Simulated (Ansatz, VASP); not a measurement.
One calculation of As, two programs

File INCAR:

```
ALGO = Normal
EDIFF = 1E-6
ENCUT = 520
GGA = RP
ISIF = 2
ISMEAR = -1
LASPH = T
LCHARG = F
LREAL = F
LWAVE = F
NBANDS = 8
NELM = 100
PREC = Accurate
SIGMA = 0.1
```

KPOINTS

```
k-points
0
Gamma
  14 14 14
```

Contents of POSCAR:

```
As
1.0
    0.0000000000      2.2010097096      2.2010097096
    2.2010097096      0.0000000000      2.2010097096
    2.2010097096      2.2010097096      0.0000000000
As
1
Direct
    0.0000000000      0.0000000000      0.0000000000
```

Input for Ansatz:

```yaml
crystal:
  lattice:
    - [0.0, 2.2010097096, 2.2010097096]
    - [2.2010097096, 0.0, 2.2010097096]
    - [2.2010097096, 2.2010097096, 0.0]
  atoms:
    - { symbol: As, position: [0.0, 0.0, 0.0] }
hamiltonian:
  xc: rpbe
  pseudopotentials:
    kind: paw
    azcp:
      As: "pseudopotentials/As.paw.azcp"
basis:
  ecutwfc: 420
  fft_grid_basis: typed
kpoints:
  mp_grid: { grid: [14, 14, 14], shift: [0, 0, 0] }
magnetization:
  spin_polarized: false
scf:
  occupations: { method: fermi_dirac, width: 0.1 }
  lower_state_search: "off"
output:
  stress: true
```

Alike in both runs: task single point; functional RPBE; k mesh 14 × 14 × 14; occupations fermi-dirac, width 0.1 eV; no spin polarisation.

|  | VASP | Ansatz |
| --- | --- | --- |
| version | VASP 6.6.1 | Ansatz 0.2.0 |
| potentials or method | VASP PAW PBE potentials, release 64 (As) | plane waves (420 eV) with PAW, scalar-relativistic |
| plane-wave cutoff (eV) | 520 | 420 |
| valence electrons in the cell | 5 | 15 |

|  | VASP | Ansatz | Ansatz less VASP |
| --- | --- | --- | --- |
| pressure (GPa) | -4.8 | -4.8 | +0.04 |

The two sets of potentials don't hold the same shells in valence.

Caveats: the PAW data sets were made with another functional, which shifts forces and pressure a little (VASP).
